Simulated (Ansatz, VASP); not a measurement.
## AlN: VASP beside Ansatz

```xyz
2
Lattice="0.0000 2.0975 2.0975 2.0975 0.0000 2.0975 2.0975 2.0975 0.0000" Properties=species:S:1:pos:R:3 pbc="T T T"
Al    0.0000    0.0000    0.0000
N     1.0487    1.0487    1.0487
```

Change from the starting cell: hydrostatic strain -4.0%.

Alike in both runs: task single point; functional r2SCAN; k mesh 10 × 10 × 10; no spin polarisation.

```csv
,VASP,Ansatz
version,VASP 6.6.1,Ansatz 0.2.0
potentials or method,"VASP PAW PBE potentials, release 64 (Al, N)","plane waves, PAW"
plane-wave cutoff (eV),520,500
occupations,"gaussian, width 0.01 eV",fixed
valence electrons in the cell,8,8
```

```tsv
	VASP	Ansatz	Ansatz less VASP
gap on the k mesh at the Fermi level (eV)	4.02	4.03	+0.012
pressure (GPa)	32.4	32.5	+0.15
```

Caveats: so large a pressure means that the cell lies far from this level's equilibrium, or that cutoff or potentials fall short (VASP); the potentials were made for another functional, which shifts forces and pressure (VASP). A k mesh can miss the band edges.
